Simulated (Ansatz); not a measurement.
# Density of states of PtSe2

```cif
data_structure
_symmetry_space_group_name_H-M 'P4_2/mnm'
_symmetry_Int_Tables_number 136
_cell_length_a 5.7813
_cell_length_b 5.7813
_cell_length_c 4.0240
_cell_angle_alpha 90.000
_cell_angle_beta 90.000
_cell_angle_gamma 90.000
_cell_volume 134.49
loop_
_atom_site_label
_atom_site_type_symbol
_atom_site_symmetry_multiplicity
_atom_site_Wyckoff_symbol
_atom_site_fract_x
_atom_site_fract_y
_atom_site_fract_z
_atom_site_occupancy
Pt1 Pt 2 a 0.00000 0.00000 0.00000 1
Se1 Se 4 f 0.31035 0.31035 0.00000 1
```

The runs use the primitive cell with vectors (5.781, 0.000, 0.000), (0.000, 5.781, 0.000), (0.000, 0.000, 4.024) Å, to which the k mesh refers.

The structure is tetragonal, space group P4_2/mnm (No. 136). Conventional cell: a = 5.781 Å, b = 5.781 Å, c = 4.024 Å, α = 90.00°, β = 90.00°, γ = 90.00°. Pt (site symmetry mmm) is surrounded by 6 Se at 2.54 Å. Se (site symmetry m2m) is surrounded by 3 Pt at 2.54 Å.

The structure comes from a relaxation in the same program, started in the rutile type, and has space group P4_2/mnm. Whether it is a known phase or the ground state wasn't checked.

No spin–orbit coupling, which matters for the heavy atoms here.

All numbers below come from DFT, PBE, all-electron LAPW, scalar-relativistic in Ansatz 0.2.0.

Numerical set-up: a Γ-centred 5×5×8 k mesh, Fermi–Dirac smearing of 0.05 eV, basis error target 0.5 meV/atom, no spin polarisation.

Where is the centre of the filled Pt 5d states between -14 eV and the top of the filled states?

-3.77 eV from the Fermi level.

Tabulate the density of states.

States per eV and cell, averaged over 0.4 eV, from -12.6 to 6.8 eV, with energies (bin centres) from the Fermi level; empty bins are left out. The partial columns, the largest 3 alone, are projections on Löwdin-orthogonalised atomic shells (those that the program's projection atoms carry: the occupied ones and, for some elements, an empty d or f shell; other empty shells have no column), summed over atoms of an element. Weights on diffuse s and p shells depend on that basis and aren't pure angular character.
| E (eV) | total | Se 4p | Pt 5d | Se 4s |
| --- | --- | --- | --- | --- |
| -12.5 | 6.82 | 0.10 | 0.46 | 6.22 |
| -7.3 | 0.02 | 0.01 | 0.00 | 0.00 |
| -6.9 | 0.61 | 0.35 | 0.13 | 0.02 |
| -6.5 | 3.73 | 2.19 | 0.82 | 0.10 |
| -6.1 | 3.72 | 2.07 | 1.06 | 0.10 |
| -5.7 | 2.56 | 1.26 | 1.10 | 0.05 |
| -5.3 | 9.52 | 4.13 | 5.21 | 0.04 |
| -4.9 | 4.40 | 2.13 | 2.02 | 0.07 |
| -4.5 | 3.94 | 1.81 | 1.84 | 0.10 |
| -4.1 | 6.83 | 2.89 | 3.56 | 0.17 |
| -3.7 | 8.91 | 2.43 | 6.17 | 0.12 |
| -3.3 | 9.07 | 1.76 | 7.02 | 0.10 |
| -2.9 | 6.50 | 1.47 | 4.60 | 0.14 |
| -2.5 | 4.46 | 2.36 | 1.92 | 0.04 |
| -2.1 | 4.05 | 2.38 | 1.52 | 0.03 |
| -1.7 | 1.83 | 1.11 | 0.57 | 0.07 |
| -1.3 | 4.01 | 2.40 | 1.28 | 0.21 |
| -0.9 | 5.28 | 3.46 | 1.54 | 0.18 |
| -0.5 | 4.21 | 3.05 | 0.95 | 0.12 |
| -0.1 | 7.88 | 5.92 | 1.65 | 0.14 |
| 0.3 | 3.67 | 2.46 | 0.95 | 0.13 |
| 0.7 | 2.48 | 1.51 | 0.73 | 0.12 |
| 1.1 | 1.54 | 0.94 | 0.45 | 0.07 |
| 1.5 | 1.88 | 1.19 | 0.54 | 0.06 |
| 1.9 | 3.40 | 2.21 | 0.97 | 0.07 |
| 2.3 | 3.08 | 2.00 | 0.90 | 0.04 |
| 2.7 | 2.13 | 1.40 | 0.59 | 0.02 |
| 3.1 | 0.28 | 0.19 | 0.07 | 0.00 |
| 3.5 | 0.07 | 0.02 | 0.00 | 0.01 |
| 3.9 | 0.32 | 0.07 | 0.01 | 0.04 |
| 4.3 | 0.61 | 0.15 | 0.01 | 0.05 |
| 4.7 | 1.74 | 0.45 | 0.03 | 0.08 |
| 5.1 | 3.52 | 0.90 | 0.08 | 0.09 |
| 5.5 | 2.94 | 0.75 | 0.05 | 0.05 |
| 5.9 | 1.83 | 0.36 | 0.03 | 0.03 |
| 6.3 | 1.72 | 0.10 | 0.02 | 0.03 |
| 6.7 | 2.85 | 0.09 | 0.02 | 0.02 |
